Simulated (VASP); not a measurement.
A run of VASP 6.6.1:

INCAR

```
  ALGO = Normal
  EDIFF = 1E-7
  EDIFFG = -0.005
  ENCUT = 600
  GGA = PS
  IBRION = 2
  ISIF = 3
  ISMEAR = 0
  LASPH = T
  LCHARG = F
  LREAL = F
  LWAVE = F
  NELM = 80
  NSW = 90
  PREC = Accurate
  SIGMA = 0.03
```

KPOINTS

```
k-points
0
Gamma
  8 8 8
```

Contents of POSCAR:

```
RbBr                                    
1.0
    0.0000000000      3.4270000000      3.4270000000
    3.4270000000      0.0000000000      3.4270000000
    3.4270000000      3.4270000000      0.0000000000
  Rb              Br            
     1     1
Direct
     0.0000000000000000    0.0000000000000000    0.0000000000000000
     0.5000000000000000    0.5000000000000000    0.5000000000000000
```

Potentials or basis: VASP PAW PBE potentials, release 64 (Rb_sv, Br).

The run is started by

```console
$ cat potpaw_PBE.64/Rb_sv/POTCAR potpaw_PBE.64/Br/POTCAR > POTCAR
$ mpirun -np 1 vasp_std > vasp.out
```

Hardware: 1 thread of Intel(R) Xeon(R) Platinum 8488C (Sapphire Rapids), with other jobs on the host.

Problem. Estimate the wall time of this run.

Solution. Wall time 47 s on 1 thread of Intel(R) Xeon(R) Platinum 8488C (Sapphire Rapids), with other jobs on the host, peak memory 0.26 GiB. Counts: scf iterations 20, k points 29, ion steps 2.
